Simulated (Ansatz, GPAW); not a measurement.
# A Pt chain with two P atoms in line: relaxation, then transmission at several levels, part 3 of 3

How well does a Pt chain with two P atoms in line conduct once its atoms have relaxed, and how much do cheaper levels lose?

GPAW 26.7.0 and Ansatz 0.2.0; Ansatz plane waves; relaxation of the junction with the lead ends held (the session's first sound run).

So far, transmission at the Fermi level (one spin): step 3 (plane waves, PBE) 1.32; step 5 (GPAW, szp: basis = "szp(dzp)", PBE, GPAW) 1.13; step 6 (minimal basis, PBE, GPAW) 1.29; step 7 (LDA in the dzp basis: xc = "LDA") 1.20; step 8 (without the relaxation: geometry = "as built", PBE, GPAW) 2.34.

**11. Mixing 0.02**

Mixing changes the road to self-consistency, not its end. The mixing history changes the road to self-consistency, not its end.

This step: GPAW LCAO, PAW setups; Landauer transmission from Green's functions with principal layers (ASE), zero bias (GPAW 26.7.0).

The input, run.py:

```python
import json
import numpy as np
from ase import Atoms
from ase.transport.calculators import TransportCalculator
from gpaw import GPAW, FermiDirac
from gpaw.lcao.tools import get_lcao_hamiltonian
from scipy.linalg import eigh

# The junction with lead layers at both ends, along the third cell vector
device = Atoms(
    ['Pt', 'Pt', 'Pt', 'Pt', 'Pt', 'Pt', 'Pt', 'Pt', 'P', 'P', 'Pt', 'Pt', 'Pt', 'Pt', 'Pt', 'Pt', 'Pt', 'Pt'],
    positions=[
        [4.50000, 4.50000, 1.20000],
        [4.50000, 4.50000, 3.60000],
        [4.50000, 4.50000, 6.00000],
        [4.50000, 4.50000, 8.40000],
        [4.50000, 4.50000, 10.80000],
        [4.50000, 4.50000, 13.20000],
        [4.78315, 4.02418, 15.60536],
        [4.39722, 4.68462, 18.03764],
        [4.48483, 4.42511, 20.23189],
        [4.52441, 4.56819, 22.23023],
        [4.31571, 4.38339, 24.42431],
        [4.97154, 4.77381, 26.85662],
        [4.50000, 4.50000, 29.26380],
        [4.50000, 4.50000, 31.66380],
        [4.50000, 4.50000, 34.06380],
        [4.50000, 4.50000, 36.46380],
        [4.50000, 4.50000, 38.86380],
        [4.50000, 4.50000, 41.26380]],
    cell=[[9.0, 0.0, 0.0], [0.0, 9.0, 0.0], [0.0, 0.0, 42.4638]],
    pbc=True)

# One principal layer of the lead: the first 5 atoms of the device
lead = Atoms(
    ['Pt', 'Pt', 'Pt', 'Pt', 'Pt'],
    positions=[
        [4.50000, 4.50000, 1.20000],
        [4.50000, 4.50000, 3.60000],
        [4.50000, 4.50000, 6.00000],
        [4.50000, 4.50000, 8.40000],
        [4.50000, 4.50000, 10.80000]],
    cell=[[9.0, 0.0, 0.0], [0.0, 9.0, 0.0], [0.0, 0.0, 12.0]],
    pbc=True)

settings = dict(mode='lcao', basis='dzp', xc='PBE', h=0.2,
                occupations=FermiDirac(0.1), maxiter=250,
                mixer=dict(beta=0.02, nmaxold=3, weight=100.0),
                convergence=dict(density=0.0001))
energies = np.arange(-2, 2 + 1e-9, 0.025)
eta = 0.0001
n1, n2 = 1, 1
# k and -k transmit alike, so half of the mesh across the current serves
mesh = [(i, j) for i in range(n1) for j in range(n2) if (i, j) <= (-i % n1, -j % n2)]
weights = np.array([1 if (i, j) == (-i % n1, -j % n2) else 2 for i, j in mesh]) / (n1 * n2)

# [... helper functions left out ...]
fermi_lead = ground_state(lead, (1, 1, 10), 'lead.txt')
fermi_device = ground_state(device, (1, 1, 2), 'device.txt')
# [... loop over the mesh left out, but for ...]
        # Shift the lead onto the potential of the device's first layer
        shift = ((H[:, 0, 0] - H0[:, 0, 0]) / S0[0, 0]).real.mean()
# [...]
kT = 8.617333e-5 * 300
bias = [0.1, 0.2, 0.5, 1.0, 1.5, 2.0]
# [... integrals and printing left out ...]
```

Launch:

```
> OMP_NUM_THREADS=1 OPENBLAS_NUM_THREADS=1 python run.py
```

Run time: 11 min. Hardware: 1 thread of Arm Neoverse V1, shared host; peak memory 1.4 GiB.

Numbers from this step:

```
conductance                                 : 1.201 G₀
thermopower                                 : 21.40 μV/K
largest misfit of the first principal layer : 0.2048 eV
shift that aligns the lead                  : -0.001227 eV
transmission at the Fermi level (one spin)  : 1.185
```

One spin. Table of transmission, zone mean by energy, zero at the Fermi level:

| energy (eV) | transmission, zone mean |
| --- | --- |
| -2.000 | 2.16 |
| -1.800 | 2.01 |
| -1.600 | 1.91 |
| -1.400 | 2.09 |
| -1.200 | 2.31 |
| -1.000 | 2.58 |
| -0.925 | 2.62 |
| -0.800 | 2.49 |
| -0.600 | 2.13 |
| -0.400 | 1.65 |
| -0.250 | 2.78 |
| -0.200 | 2.43 |
| 0.000 | 1.18 |
| 0.200 | 0.702 |
| 0.400 | 0.493 |
| 0.600 | 0.384 |
| 0.800 | 0.347 |
| 1.000 | 0.420 |
| 1.200 | 0.501 |
| 1.400 | 0.606 |
| 1.600 | 0.753 |
| 1.800 | 0.995 |
| 2.000 | 0.328 |

Not self-consistent under bias; the bias window is split evenly. The current through one cell, from the zero-bias transmission by bias:

| bias (V) | current through one cell, from the zero-bias transmission (μA) |
| --- | --- |
| 0.100 | 9.36 |
| 0.200 | 19.0 |
| 0.500 | 52.3 |
| 1.000 | 99.1 |
| 1.500 | 149 |
| 2.000 | 206 |

Transmission of the three most open eigenchannels against energy, zero at the Fermi level:

| energy (eV) | channel 1 | channel 2 | channel 3 |
| --- | --- | --- | --- |
| -2.000 | 0.997 | 0.678 | 0.486 |
| -1.900 | 0.980 | 0.596 | 0.501 |
| -1.800 | 0.931 | 0.553 | 0.527 |
| -1.700 | 0.857 | 0.564 | 0.541 |
| -1.600 | 0.757 | 0.612 | 0.545 |
| -1.500 | 0.711 | 0.667 | 0.594 |
| -1.400 | 0.735 | 0.708 | 0.642 |
| -1.300 | 0.794 | 0.696 | 0.691 |
| -1.200 | 0.852 | 0.733 | 0.727 |
| -1.100 | 0.900 | 0.841 | 0.735 |
| -1.000 | 0.939 | 0.923 | 0.719 |
| -0.900 | 0.979 | 0.977 | 0.664 |
| -0.800 | 0.996 | 0.996 | 0.494 |
| -0.700 | 0.990 | 0.984 | 0.333 |
| -0.600 | 0.944 | 0.888 | 0.302 |
| -0.500 | 0.966 | 0.893 | 0.265 |
| -0.400 | 0.835 | 0.690 | 0.121 |
| -0.300 | 0.869 | 0.720 | 0.228 |
| -0.200 | 0.937 | 0.824 | 0.666 |
| -0.100 | 0.741 | 0.523 | 0.350 |
| 0.000 | 0.645 | 0.335 | 0.204 |
| 0.100 | 0.589 | 0.199 | 0.118 |
| 0.200 | 0.543 | 0.0994 | 0.0602 |
| 0.300 | 0.537 | 0.0206 | 0.00867 |
| 0.400 | 0.486 | 0.00367 | 0.00317 |
| 0.500 | 0.431 | 0.00130 | 9.6e-4 |
| 0.600 | 0.383 | 4.0e-4 | 1.7e-4 |
| 0.700 | 0.327 | 4.6e-5 | 7.2e-6 |
| 0.800 | 0.347 | 5.0e-10 | 0 |
| 0.900 | 0.384 | 5.0e-10 | 0 |
| 1.000 | 0.420 | 5.0e-10 | 0 |
| 1.100 | 0.458 | 5.0e-10 | 0 |
| 1.200 | 0.501 | 5.0e-10 | 0 |
| 1.300 | 0.550 | 5.1e-10 | 0 |
| 1.400 | 0.606 | 5.1e-10 | 0 |
| 1.500 | 0.672 | 5.1e-10 | 0 |
| 1.600 | 0.753 | 5.0e-10 | 0 |
| 1.700 | 0.862 | 5.0e-10 | 0 |
| 1.800 | 0.995 | 4.9e-10 | 0 |
| 1.900 | 0.0516 | 9.5e-10 | 0 |
| 2.000 | 0.328 | 5.2e-10 | 0 |

The conductance equals that of the dzp run to 0.2 %.

**12. Results**

| Item | Value |
| --- | --- |
| conductance | 1.20 G₀ |
| transmission at the Fermi level, mean of the spins | 1.19 |
| thermopower | 21.4 μV/K |

In the dzp basis the junction conducts 1.20 G₀ at 300 K, with T = 1.19 a spin at the Fermi level; the sz basis reaches that conductance within 10 %. Relaxation moved atoms by up to 0.55 Å and took the conductance from 2.33 to 1.20 G₀, as a ratio a larger change than the step from dzp to the minimal basis. Plane waves (PBE) give T = 1.32 there. At the Fermi level the three most open eigenchannels pass 0.65, 0.34 and 0.20. The positive thermopower says that the thermally weighted transmission is larger below the Fermi level, as for hole-like transport. Measured against the first run (pw-pbe), the nearest curve is that of dzp (r.m.s. 0.24) and the farthest that of asbuilt (0.54). Over the compared runs wall time goes from 128 s (sz) to 304 s (dzp), on a shared host; the plane-wave run used 4 threads and the orbital runs 1. The leads kept an estimated spacing and the cell its length, so the junction may be under some tension or compression. The run had no spin polarisation, so a magnetic state, which chains and small molecules with open shells often have, wasn't tested. Spin-orbit coupling is left out, which matters for the heavy atoms here. An evenly spaced straight chain is an idealisation: free chains tend to dimerise, zigzag or, where a band edge lies near the Fermi level, turn magnetic. The currents use the zero-bias T(E) throughout, which holds only while the bias is small against the distance to the nearest feature.

[Logs are printed without paths, hosts, clocks, repeated set-up lines and the standing remarks that a program may print on its own settings, such as how far it seeks lower states.]

[Hosts, paths, dates, database ids (printed as entryN), source tags and the programs' standing remarks are cut or masked in the printed files.]
